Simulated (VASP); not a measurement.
**Si: Born charges and dielectric tensor with LDA**

Crystal: Si.

```xyz
2
Lattice="0.0000 2.7014 2.7014 2.7014 0.0000 2.7014 2.7014 2.7014 0.0000" Properties=species:S:1:pos:R:3 pbc="T T T"
Si    4.0521    4.0521    4.0521
Si    2.7014    2.7014    2.7014
```

| Property | Result |
| --- | --- |
| Program | VASP 6.6.1 |
| Task | Born charges and dielectric tensor |
| Functional | LDA |
| Potentials or basis | VASP PAW LDA potentials, release 64 (Si) |
| Cutoff | 520 eV |
| k mesh | 10 × 10 × 10 |
| Occupations | gaussian, width 0.02 eV |
| Spin | no spin polarisation |
| Further INCAR settings | ALGO = Normal; EDIFF = 1e-08; IBRION = 8; NSW = 1 |

```yaml
Band_gap_on_the_k_mesh: 0.45 eV, indirect (least direct gap 2.53 eV)
Electronic_dielectric_tensor_diagonal: 13.73
Born_charges_mean_of_the_diagonal: Si +0.00 e
Highest_phonon_frequency_at_Γ: 513 cm⁻¹
```

Levels at points of the mesh, in eV from the valence-band top:
```csv
k point,band 1,band 2,band 3,band 4,band 5,band 6,band 7,band 8
"(0.00, 0.00, 0.00)",-12.06,0.00,0.00,0.00,2.53,2.53,2.53,3.39
"(0.50, 0.00, 0.00)",-9.69,-7.06,-1.21,-1.21,1.48,3.29,3.29,7.54
"(0.50, 0.50, 0.00)",-7.86,-7.86,-2.89,-2.89,0.57,0.57,10.11,10.11
```

Phonon frequencies in cm⁻¹ (negative: imaginary):
```csv
q point,frequencies
"(0.000, 0.000, 0.000)",0 0 0 513 513 513
```

Electronic dielectric tensor:
```
13.73  0.00  0.00
 0.00 13.73  0.00
 0.00  0.00 13.73
```

Born effective charge tensors (e):
atom 1, Si
```
0.00 0.00 0.00
0.00 0.00 0.00
0.00 0.00 0.00
```
atom 2, Si
```
0.00 0.00 0.00
0.00 0.00 0.00
0.00 0.00 0.00
```

Wall time 110 s on 1 thread of Intel(R) Xeon(R) Platinum 8488C (Sapphire Rapids), on a shared host, peak memory 0.24 GiB.

Caveat: the gap is small at this level, which inflates the dielectric constant. A k mesh can miss the band edges.
